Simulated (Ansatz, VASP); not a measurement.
**Two plane-wave programs on C**

```
C
1.0
     1.21596   -2.14796    0.00912
     1.22325    2.15217   -0.04137
    -0.09419   -0.08515    7.14765
C
4
Direct
  0.10349 0.94562 0.74880
  0.59081 0.41384 0.23941
  0.92426 0.08600 0.24211
  0.42852 0.58933 0.74862
```

Change from the starting cell: kmesh displaced: [6, 6, 2] Gamma-centred.

Alike in both runs: task single point; functional PBE; k mesh 6 × 6 × 2; occupations gaussian, width 0.1 eV; no spin polarisation.

```csv
,VASP,Ansatz
version,VASP 6.6.1,Ansatz 0.2.0
potentials or method,"VASP PAW PBE potentials, release 64 (C)","scalar-relativistic, plane waves, PAW"
plane-wave cutoff (eV),520,420
valence electrons in the cell,16,16
```

Ansatz gave:

- gap on the k mesh at the Fermi level (eV): 0.10
- least direct gap on the mesh (eV): 0.15
- pressure (GPa): 3.1
- largest component of the traceless stress (GPa): 8.46
- rms of the force components (eV/Å): 1.080

Estimate VASP's values.

gap on the k mesh at the Fermi level (eV): 0.10; least direct gap on the mesh (eV): 0.16; pressure (GPa): 3.5; largest component of the traceless stress (GPa): 8.74; rms of the force components (eV/Å): 1.081.

Atom by atom the forces differ by 0.002 eV/Å (rms over components). The functional is the same, so the differences come from potentials, cutoffs and numerics.

Caveats: the k mesh is coarse (spacing up to 0.49 Å⁻¹), so the values aren't converged; forces of over 1 eV/Å show positions far from the minimum, so gaps and moduli don't describe the material at rest.
